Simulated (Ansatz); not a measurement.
# What isotropic strain +3.51 % does to LaAlO3

Consider LaAlO₃ in the cubic perovskite structure (space group Pm-3m, No. 221; a = 3.812 Å).

Modification: every lattice vector is stretched by 3.51 %; the atoms relax in the strained cell.

All numbers come from DFT with PBE, PAW potentials and a 420 eV plane-wave cutoff in Ansatz (a quantum-chemistry and plane-wave program), spin-orbit coupling left out, earlier PAW set. k-mesh 9×9×9 (Γ-centred); smearing 0.05 eV (Fermi–Dirac).

```json
[
 {"quantity": "volume per atom", "base": "11.08 Å³", "changed": "12.29 Å³", "shift": "+1.21 Å³"},
 {"quantity": "space group", "base": "Pm-3m (No. 221)", "changed": "Pm-3m (No. 221)", "shift": "–"},
 {"quantity": "shortest interatomic distance", "base": "3.602 bohr", "changed": "3.728 bohr", "shift": "+0.126 bohr"},
 {"quantity": "energy relative to the base (free energy F)", "base": "0 meV/atom", "changed": "+66 meV/atom", "shift": "+66 meV/atom"},
 {"quantity": "pressure", "base": "0.00 GPa", "changed": "-15.94 GPa", "shift": "-15.94 GPa"},
 {"quantity": "band gap", "base": "3.50 eV", "changed": "3.31 eV", "shift": "-0.19 eV"},
 {"quantity": "gap character", "base": "indirect, R → Γ", "changed": "indirect, R → Γ", "shift": "–"},
 {"quantity": "smallest direct gap", "base": "3.63 eV", "changed": "3.52 eV", "shift": "-0.11 eV"},
 {"quantity": "electron mass (degenerate bands, along [100])", "base": "0.50, 0.71 mₑ (at Γ)", "changed": "0.61, 0.89 mₑ (at Γ)", "shift": "–"}
]
```

Masses are band curvatures over ±0.01 Å⁻¹ around the edge. No phonon test of stability was made. Many cubic perovskites are stable only at high temperature; tilts and polar distortions were not tested.
